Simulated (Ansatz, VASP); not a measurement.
**Two plane-wave programs on BeSe**

File INCAR:

```
SYSTEM = BeSe
PREC = Accurate ; ENCUT = 520
EDIFF = 1E-7 ; ISMEAR = 0
SIGMA = 0.01 ; LREAL = .FALSE.
LASPH = .TRUE. ; NELM = 80
ALGO = Fast ; ISIF = 2
LWAVE = .FALSE. ; LCHARG = .TRUE.
GGA = PS ; LELF = .TRUE.
LVHAR = .TRUE. ; NBANDS = 11
```

KPOINTS

```
Automatic mesh
0
G
  6 6 6
  0 0 0
```

Contents of POSCAR:

```
BeSe
1.0
    0.0000000000      2.5810355899      2.5810355899
    2.5810355899      0.0000000000      2.5810355899
    2.5810355899      2.5810355899      0.0000000000
Be Se
1 1
Direct
    0.0000000000      0.0000000000      0.0000000000
    0.2500000000      0.2500000000      0.2500000000
```

Input for Ansatz:

```yaml
crystal:
  lattice:
    - [0.0, 2.5810355899, 2.5810355899]
    - [2.5810355899, 0.0, 2.5810355899]
    - [2.5810355899, 2.5810355899, 0.0]
  atoms:
    - { symbol: Be, position: [0.0, 0.0, 0.0] }
    - { symbol: Se, position: [0.25, 0.25, 0.25] }
kpoints:
  mp_grid: { grid: [6, 6, 6] }
hamiltonian:
  xc: pbesol
scf:
  occupations: { method: fixed }
  n_extra_bands: 4
output:
  forces: true
  stress: true
  eigenvalues: true
```

Alike in both runs: task single point; functional PBEsol; k mesh 6 × 6 × 6; no spin polarisation.

```csv
,VASP,Ansatz
version,VASP 6.6.1,Ansatz 0.2.0
potentials or method,"VASP PAW PBE potentials, release 64 (Be, Se)","plane waves, PAW"
plane-wave cutoff (eV),520,420
occupations,"gaussian, width 0.01 eV",fixed
valence electrons in the cell,8,18
```

|  | VASP | Ansatz | Ansatz less VASP |
| --- | --- | --- | --- |
| gap on the k mesh at the Fermi level (eV) | 2.49 | 2.51 | +0.014 |
| pressure (GPa) | -1.2 | -1.4 | -0.28 |

The two sets of potentials don't hold the same shells in valence.

Caveats: the PAW data sets were made with another functional, which shifts forces and pressure a little (VASP). A k mesh can miss the band edges.
